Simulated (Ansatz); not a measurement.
Compressing WS$_{2}$

Method: DFT PBE+D3(BJ), scalar-relativistic, plane waves, PAW in Ansatz. (420 eV cutoff, 12×12×4 k-mesh, Gaussian smearing of 0.02 eV, no spin polarisation)

Reference structure (relaxed):

```yaml
crystal:
  lattice:
    - [3.15418, 0.00000, 0.00000]
    - [-1.57709, 2.73160, 0.00000]
    - [0.00000, 0.00000, 12.14592]
  atoms:
    - { symbol: W, position: [0.33333, 0.66667, 0.75000] }
    - { symbol: W, position: [0.66667, 0.33333, 0.25000] }
    - { symbol: S, position: [0.33333, 0.66667, 0.12036] }
    - { symbol: S, position: [0.66667, 0.33333, 0.62036] }
    - { symbol: S, position: [0.33333, 0.66667, 0.37964] }
    - { symbol: S, position: [0.66667, 0.33333, 0.87964] }
```

Cell and atoms are relaxed at each pressure within the symmetry of the start, at zero temperature, so transitions that lower the symmetry aren't seen. The k-mesh given is that at zero pressure and may differ at others. a, b and c are the lengths of the cell vectors above. Gaps are Kohn–Sham gaps over the whole zone.

Spin-orbit coupling is left out, which matters for the bands and energies of heavy elements.

| P (GPa) | V (Å³/atom) | V/V0 | a (Å) | b (Å) | c (Å) |
| --- | --- | --- | --- | --- | --- |
| -2 | 18.49 | 1.060 | 3.174 | 3.174 | 12.717 |
| 0 | 17.44 | 1.000 | 3.154 | 3.154 | 12.146 |
| 2 | 16.86 | 0.967 | 3.137 | 3.137 | 11.867 |
| 5 | 16.26 | 0.932 | 3.115 | 3.115 | 11.610 |
| 10 | 15.54 | 0.891 | 3.082 | 3.082 | 11.338 |
| 20 | 14.55 | 0.834 | 3.025 | 3.025 | 11.011 |
| 40 | 13.25 | 0.760 | 2.937 | 2.937 | 10.642 |

What bulk modulus and pressure derivative fit these points?

A third-order Birch–Murnaghan fit gives B0 = 56 GPa and B0' = 7.5.

Which cell vector or vectors give way most up to 40 GPa?

c: the changes are a -6.9 %, b -6.9 %, c -12.4 %.

What does pressure do to the gap?

The gaps are 1.12 eV at -2 GPa, 0.88 eV at 0 GPa, 0.75 eV at 2 GPa, 0.60 eV at 5 GPa, 0.41 eV at 10 GPa, 0.10 eV at 20 GPa, metal at 40 GPa. It closes between 20 and 40 GPa.